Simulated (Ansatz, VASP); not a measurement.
**One calculation of Hf, two programs**

```
CELL_PARAMETERS angstrom
0.00000 2.22151 2.22151
2.22151 0.00000 2.22151
2.22151 2.22151 0.00000
ATOMIC_POSITIONS crystal
Hf 0.00000 0.00000 0.00000
```

The cell was built by a generator and needn't be a form met in nature.

Alike in both runs: task single point; functional PBEsol; k mesh 13 × 13 × 13; occupations fermi-dirac, width 0.0512 eV; no spin polarisation.

|  | VASP | Ansatz |
| --- | --- | --- |
| version | VASP 6.6.1 | Ansatz 0.2.0 |
| potentials or method | VASP PAW PBE potentials, release 64 (Hf_pv) | PAW plane waves |
| plane-wave cutoff (eV) | 520 | 420 |
| valence electrons in the cell | 10 | 26 |

VASP gave:

| Quantity | Value |
| --- | --- |
| pressure (GPa) | -2.0 |

Estimate Ansatz's values.

pressure (GPa): -1.6.

The two sets of potentials don't hold the same shells in valence.

Caveats: the PAW data sets were made with another functional, which shifts forces and pressure a little (VASP). The runs have no spin-orbit coupling, so splittings on Hf are missing.
